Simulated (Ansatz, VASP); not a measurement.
## Nb: VASP beside Ansatz

```
Nb
1.0
    -1.63622    1.63622    1.63622
     1.63622   -1.63622    1.63622
     1.63622    1.63622   -1.63622
Nb
1
Direct
  0.00000 0.00000 0.00000
```

Alike in both runs: functional PBEsol; k mesh 18 × 18 × 18; occupations gaussian, width 0.1 eV; no spin polarisation.

Ansatz relaxed the structure, and its values are those at the end. VASP's run is a single point on that final structure, the one shown.

|  | VASP | Ansatz |
| --- | --- | --- |
| version | VASP 6.6.1 | Ansatz 0.2.0 |
| potentials or method | VASP PAW PBE potentials, release 64 (Nb_sv) | scalar-relativistic, plane waves, PAW |
| plane-wave cutoff (eV) | 520 | 420 |
| valence electrons in the cell | 13 | 13 |

```csv
,VASP,Ansatz,Ansatz less VASP
gap on the k mesh at the Fermi level (eV),none,none,-
pressure (GPa),-0.3,0.0,+0.30
```

A gap of «none» marks a metal or a gap that the smearing closes.

Caveats: the PAW data sets were made with another functional, which shifts forces and pressure a little (VASP).
